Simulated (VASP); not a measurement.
Method: LDA (Ceperley-Alder, Perdew-Zunger), VASP's LDA PAW potentials (set 64) (plane waves; VASP).

A VASP calculation is set up with these files.

File KPOINTS:
```
Automatic mesh
0
Gamma
7 7 7
0 0 0
```

INCAR:
```
ALGO  =  Normal
EDIFF  =  1E-6
EDIFFG  =  -0.02
ENCUT  =  500
IBRION  =  2
ISIF  =  3
ISMEAR  =  0
LASPH  =  .TRUE.
LCHARG  =  .FALSE.
LMAXMIX  =  4
LREAL  =  .FALSE.
LWAVE  =  .FALSE.
NELM  =  100
NSW  =  40
PREC  =  Accurate
PSTRESS  =  50
SIGMA  =  0.05
SYSTEM  =  CsCl
```

**POSCAR**
```
CsCl
1
    3.7950464992     0.0000000000     0.0000000000
   -0.0000000000     3.7950464992     0.0000000000
    0.0000000000     0.0000000000     3.7950464992
Cs Cl
1 1
Direct
  0.0000000000   0.0000000000   0.0000000000
  0.5000000000   0.5000000000   0.5000000000
```

POTCAR, in this order: Cs_sv Cl (LDA.64 set). Program: vasp_std.

The run wrote:

### OSZICAR
```
       N       E                     dE             d eps       ncg     rms          rms(c)
DAV:   1     0.920381114072E+02    0.92038E+02   -0.71657E+03   480   0.115E+03
DAV:   2    -0.212074190743E+01   -0.94159E+02   -0.86852E+02   788   0.197E+02
DAV:   3    -0.748785415722E+01   -0.53671E+01   -0.53437E+01   616   0.516E+01
DAV:   4    -0.753644669439E+01   -0.48593E-01   -0.48581E-01   572   0.590E+00
DAV:   5    -0.753710100168E+01   -0.65431E-03   -0.65427E-03   616   0.681E-01    0.272E+00
DAV:   6    -0.723944132106E+01    0.29766E+00   -0.53484E-01   536   0.486E+00    0.187E+00
DAV:   7    -0.720172117826E+01    0.37720E-01   -0.15354E-01   632   0.248E+00    0.101E+00
DAV:   8    -0.719752520955E+01    0.41960E-02   -0.11582E-02   572   0.800E-01    0.118E-01
DAV:   9    -0.719711687171E+01    0.40834E-03   -0.67299E-04   648   0.192E-01    0.776E-02
DAV:  10    -0.719711141907E+01    0.54526E-05   -0.83968E-05   580   0.741E-02    0.208E-02
DAV:  11    -0.719711273308E+01   -0.13140E-05   -0.82235E-06   568   0.214E-02    0.396E-03
DAV:  12    -0.719711219406E+01    0.53902E-06   -0.27350E-06   532   0.116E-02
   1 F= -.54913805E+01 E0= -.54913805E+01  d E =-.549138E+01
```

File OUTCAR:
```
------------------------ aborting loop because EDIFF is reached ----------------------------------------
  FORCE on cell =-STRESS in cart. coord.  units (eV):
  Direction    XX          YY          ZZ          XY          YZ          ZX
  --------------------------------------------------------------------------------------
  Total        1.6978045      1.6978045      1.6978045      0.0000000      0.0000000     -0.0000000
  in kB       49.7676310     49.7676310     49.7676310      0.0000000      0.0000000     -0.0000000
  external PRESSURE =      -0.2323690 kB  Pullay stress =      50.0000000 kB
  volume of cell :       54.66
      direct lattice vectors                 reciprocal lattice vectors
     3.795046499  0.000000000  0.000000000     0.263501383  0.000000000  0.000000000
     0.000000000  3.795046499  0.000000000     0.000000000  0.263501383  0.000000000
     0.000000000  0.000000000  3.795046499     0.000000000  0.000000000  0.263501383
 POSITION                                       TOTAL-FORCE (eV/Angst)
 -----------------------------------------------------------------------------------
      0.00000      0.00000      0.00000         0.000000      0.000000      0.000000
      1.89752      1.89752      1.89752         0.000000      0.000000      0.000000
 -----------------------------------------------------------------------------------
    total drift:                                0.000000      0.000000      0.000000
  FREE ENERGIE OF THE ION-ELECTRON SYSTEM (eV)
  ---------------------------------------------------
  free  energy   TOTEN  =        -7.1971121941 eV

  energy  without entropy=       -7.1971121941  energy(sigma->0) =       -7.19711219
  enthalpy is  TOTEN    =        -5.4913804712 eV   P V=        1.7057317228

 reached required accuracy - stopping structural energy minimisation
```
(Selected blocks of OUTCAR.)

The compound is CsCl in the CsCl type structure. It was relaxed first under an external pressure of 5 GPa.
